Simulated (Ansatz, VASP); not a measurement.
This is a calculation of ZnS for Ansatz 0.2.0. 

Contents of input.yaml:

```yaml
crystal:
  lattice:
    - [0.0, 2.702, 2.702]
    - [2.702, 0.0, 2.702]
    - [2.702, 2.702, 0.0]
  atoms:
    - { symbol: Zn, position: [0.75, 0.75, 0.75] }
    - { symbol: S, position: [0.0, 0.0, 0.0] }
hamiltonian:
  xc: lda
  pseudopotentials: { kind: paw }
kpoints:
  mp_grid: { grid: [9, 9, 9] }
scf:
  occupations: { method: fermi_dirac, width: 0.05 }
output:
  forces: true
  stress: true
  write_density: true
  write_potential: true
  elf: true
  volumetric_format: npy
relax:
  f_tol: 0.01
  max_steps: 40
  cell: { stress_tol: 0.05 }
```

Potentials or basis: Ansatz PAW.

Launch:

```bash
$ ansatz run input.yaml --threads 2 --pin off --max-ram 5632MiB --backend cpu --events-out ev --progress --plain --runs-dir out
```

Task: Set up the same calculation for VASP 6.6.1. Potentials or basis there: LDA PAW files S, Zn, 600 eV.

Result: As run (cutoffs and basis follow the program's own potentials, and thresholds, step limits or extra output files can differ):

File INCAR:

```
SYSTEM = ZnS
PREC = Accurate
ENCUT = 600
EDIFF = 1E-6
ISMEAR = -1
SIGMA = 0.05
LREAL = .False.
LASPH = .True.
NELM = 60
ALGO = Normal
ISIF = 3
LWAVE = .False.
LCHARG = .False.
IBRION = 2
NSW = 60
EDIFFG = -0.02
```

Contents of KPOINTS:

```
Automatic mesh
0
Gamma
  9 9 9
  0 0 0
```

File POSCAR:

```
ZnS
1.0
    0.0000000000      2.7020000000      2.7020000000
    2.7020000000      0.0000000000      2.7020000000
    2.7020000000      2.7020000000      0.0000000000
Zn S
1 1
Direct
    0.7500000000      0.7500000000      0.7500000000
    0.0000000000      0.0000000000      0.0000000000
```

Potentials or basis: VASP PAW LDA potentials, release 64 (Zn, S).

Command:

```bash
$ cat potpaw_LDA.64/Zn/POTCAR potpaw_LDA.64/S/POTCAR > POTCAR
$ mpirun -np 1 vasp_std > vasp.out
```

Both were run:

|  | Ansatz | VASP |
| --- | --- | --- |
| Relaxed volume | 18.58 Å³/atom | 18.62 Å³/atom |
| Relaxed cell | a = 3.746 Å, b = 3.746 Å, c = 3.746 Å, α = 60.00°, β = 60.00°, γ = 60.00° | a = 3.748 Å, b = 3.748 Å, c = 3.748 Å, α = 60.00°, β = 60.00°, γ = 60.00° |
| Space group after relaxing | F-43m (No. 216) | F-43m (No. 216) |
| Pressure after relaxing | 0.0 GPa | -0.1 GPa |

Ansatz's pressure holds a Pulay term of +0.06 GPa for its cutoff of 420 eV, which the other run lacks.

Ansatz's potentials were made for PBE.

Where Ansatz's input types no cutoff or centring, it takes its own default and a Γ-centred mesh.

The two programs' LDA may be different fits to the electron gas.

Pressure is positive in compression.
